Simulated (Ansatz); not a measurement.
Ga₃P and its competing phases

Level of theory: DFT PBE, scalar-relativistic, plane waves, PAW (Ansatz 0.2.0). All cells share a 420 eV cutoff and Γ-centred k meshes spaced about 0.3 Å⁻¹ or finer (0.25 for metals, 2π included). No spin polarisation.

The zero of energy is the elements' standard structures at the same level; no fitted shifts are applied. The references include black phosphorus.

All energies are static (0 K, no zero-point motion). The reference form of P is held partly by dispersion forces, which this level lacks.

The competitors are the elements and 1 reference phase of this chemical system (from databases or known types: GaP), relaxed at the same level; other known phases may be missing.

The candidate was reached from: a cell proposed by chemical analogy.

```
Ga P
1.0
     3.72821    0.00000    0.00000
     0.00000    3.72821    0.00000
     0.00000    0.00000    6.48904
Ga P
3 1
Direct
  0.50000 0.00000 0.77844
  0.00000 0.50000 0.22156
  0.50000 0.50000 0.50000
  0.00000 0.00000 0.00000
```

Question: Is it stable, and against what?

Answer: Not stable. Its formation energy is -0.115 eV/atom. The lowest competing mixture at this composition is this:

```csv
phase,space group,source,share of atoms,ΔE_f (eV/atom)
Ga,-,element,0.5000,-0.0013
GaP,F-43m (No. 216),Materials Project,0.5000,-0.432
```

The lowest database cell of Ga (-0.0013) lies slightly below the reference, hence the non-zero entry.

The mixture lies at -0.217 eV/atom, and the candidate lies 102 meV/atom above it. The candidate matches no cell in the subsets of the Crystallography Open Database and the Materials Project at hand. It is metastable at best. Phonons aren't part of this comparison.
